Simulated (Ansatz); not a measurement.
# An elastic constant from a strain scan in Ag

The calculation used DFT PBEsol, scalar-relativistic, plane waves, PAW in Ansatz 0.2.0. Cutoff 420 eV, Γ-centred 26×26×26 k-points, Gaussian smearing of 0.15 eV. No spin polarisation. Energies are free energies at this smearing, counted from the undisturbed cell; pressure is positive in compression.

The undisturbed cell (relaxed at this level; this bcc form isn't the usual structure):

```yaml
crystal:
  lattice:
    - [-1.61256, 1.61256, 1.61256]
    - [1.61256, -1.61256, 1.61256]
    - [1.61256, 1.61256, -1.61256]
  atoms:
    - { symbol: Ag, position: [0.00000, 0.00000, 0.00000] }
```

The cell is strained by ε times the Voigt pattern (0, 0, 0, 1, 0, 0) (xx, yy, zz, yz, xz, xy; engineering shear) with fractional coordinates fixed. The cell holds 1 atom in V0 = 16.77 Å³. The stress column is τ = (1/V0) dE/dε, got from the stress tensor σ (compression positive) at each point as −det(1 + εP) σ : P(1 + εP)⁻¹, with P the pattern as a tensor.

| ε | ΔE (meV/atom) | τ (GPa) |
| --- | --- | --- |
| -0.0175 | 0.863 | -0.954 |
| -0.0150 | 0.632 | -0.813 |
| -0.0125 | 0.438 | -0.674 |
| -0.0100 | 0.279 | -0.537 |
| -0.0075 | 0.156 | -0.401 |
| -0.0050 | 0.069 | -0.267 |
| 0.0000 | 0.000 | 0.000 |
| 0.0050 | 0.069 | 0.267 |
| 0.0075 | 0.156 | 0.401 |
| 0.0100 | 0.279 | 0.537 |
| 0.0125 | 0.438 | 0.674 |
| 0.0150 | 0.632 | 0.813 |
| 0.0175 | 0.863 | 0.954 |
| 0.0200 | ? | ? |

Question: Which combination of elastic constants does this scan measure, and how large is it?

Answer: For small ε, τ = τ0 + Kε with K = pᵀCp, which for this pattern is C44 in the cubic axes. The parabola through τ at ε = -0.0050, 0 and 0.0050 has slope K = 53 GPa at zero. The energies per cell, E = NΔE, of the wider pair ε = ±0.0175 give K = 2[E(ε₊)/ε₊ − E(ε₋)/ε₋]/[(ε₊ − ε₋)V0] = 54 GPa, in agreement.

Question: Predict the withheld row at ε = 0.0200 from the harmonic law, and compare.

Answer: ΔE = V0(τ0 ε + Kε²/2)/N = 1.118 meV/atom and τ = 1.07 GPa. The calculation gives 1.132 meV/atom and 1.10 GPa, a miss of 1.3 % of the harmonic energy, so the harmonic law still holds here.

In a metal these slopes depend on the k mesh and the smearing.